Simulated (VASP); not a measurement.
Cu, 1 atom in the cell. The structure is cubic, space group Fm-3m (No. 225). The conventional cell has a = 3.570 Å, b = 3.570 Å, c = 3.570 Å, α = 90.00°, β = 90.00°, γ = 90.00°. Around Cu (site symmetry m-3m) lie 12 Cu at 2.52 Å. 

| Item | Value |
| --- | --- |
| Program | VASP 6.6.1 |
| Task | single point |
| Functional | PBEsol |
| Potentials or basis | VASP PAW PBE potentials, release 64 (Cu) |
| Cutoff | 520 eV |
| k mesh | 15 × 15 × 26 |
| Occupations | methfessel-paxton, width 0.1 eV |
| Spin | no spin polarisation |
| Further INCAR settings | ALGO = Fast; EDIFF = 1e-06 |

Potentials or basis: VASP PAW PBE potentials, release 64 (Cu).

Run with:

```sh
$ cat potpaw_PBE.64/Cu/POTCAR > POTCAR
$ mpirun -np 1 vasp_std > vasp.out
```

Hardware: 1 thread of Intel(R) Xeon(R) Platinum 8488C (Sapphire Rapids), with other jobs on the host.

Question: Estimate the wall time of this run.

Answer: It took 100 s on 1 thread of Intel(R) Xeon(R) Platinum 8488C (Sapphire Rapids), on a shared host, peak memory 0.29 GiB. Counts: scf iterations 14, k points 1568.
